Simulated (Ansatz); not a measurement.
Runs of Ansatz 0.2.0 on FePt (Tetraferroplatinum). The structure is tetragonal, space group P4/mmm (No. 123). The conventional cell has a = 2.724 Å, b = 2.724 Å, c = 3.720 Å, α = 90.00°, β = 90.00°, γ = 90.00°. Pt (site symmetry 4/mmm) is surrounded by 8 Fe at 2.68 Å and 4 Pt at 2.72 Å. Fe (site symmetry 4/mmm) has 8 Pt at 2.68 Å and 4 Fe at 2.72 Å as nearest neighbours. 

| task | level | cell | k mesh | cutoff (eV) | pressure (GPa) | moment (μB) | relaxed volume (Å³/atom) |
| --- | --- | --- | --- | --- | --- | --- | --- |
| elastic constants | LDA | as given | 7 × 7 × 5 | 303 | -12.7 | (c) | - |
| band structure | revPBE | as given | 10 × 10 × 7 | 282 | 7.0 | 3.30 | - |
| relaxation of cell and atoms | RPBE | relaxed | 10 × 10 × 7 | - | 0.0 | 3.39 | 14.38 |
| relaxation of cell and atoms | revPBE+D4 | relaxed | 10 × 10 × 7 | - | 0.0 | 3.28 | 13.62 |
| relaxation of cell and atoms | PBEsol+D3(BJ) | relaxed | 10 × 10 × 7 | - | 0.0 | (b) | (a) |

Alike in all rows: potentials or basis all-electron LAPW, scalar-relativistic; spin collinear, ferromagnetic start; smearing fermi-dirac 0.05 eV; basis error allowed 0.001 eV/atom.

Fill in the values left out.

(a) 13.08; (b) 3.20; (c) 3.17.

Caveats: the k mesh is thin for a metal, which can move the energy by tens of meV per atom (some runs); a metal's response needs a denser mesh (some runs); the cell is more than 3 GPa from zero pressure, which shifts response properties (some runs); elastic constants of metals need much finer meshes, so these are rough (some runs).

Runs at the PBE level aren't shown here.
